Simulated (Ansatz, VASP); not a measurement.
## One calculation of BAs, two programs

```
B As
1.0
     0.00000    2.33000    2.33000
     2.33000    0.00000    2.33000
     2.33000    2.33000    0.00000
B As
1 1
Direct
  0.00000 0.00000 0.00000
  0.25000 0.25000 0.25000
```

Alike in both runs: task single point; functional PBE; k mesh 10 × 10 × 10; occupations gaussian, width 0.02 eV; no spin polarisation.

|  | VASP | Ansatz |
| --- | --- | --- |
| version | VASP 6.6.1 | Ansatz 0.2.0 |
| potentials or method | VASP PAW PBE potentials, release 64 (B, As) | scalar-relativistic, plane waves, PAW |
| plane-wave cutoff (eV) | 520 | 420 |
| valence electrons in the cell | 8 | 18 |

|  | VASP | Ansatz | Ansatz less VASP |
| --- | --- | --- | --- |
| gap on the k mesh at the Fermi level (eV) | 1.10 | 1.11 | +0.010 |
| least direct gap on the mesh (eV) | 3.37 | 3.38 | +0.004 |
| pressure (GPa) | 16.0 | 15.1 | -0.94 |

The two sets of potentials don't hold the same shells in valence.

Caveats: so large a pressure means that the cell lies far from this level's equilibrium, or that cutoff or potentials fall short (VASP). A k mesh can miss the band edges. A hybrid or GW would open this gap; PBE tends to underestimate it.
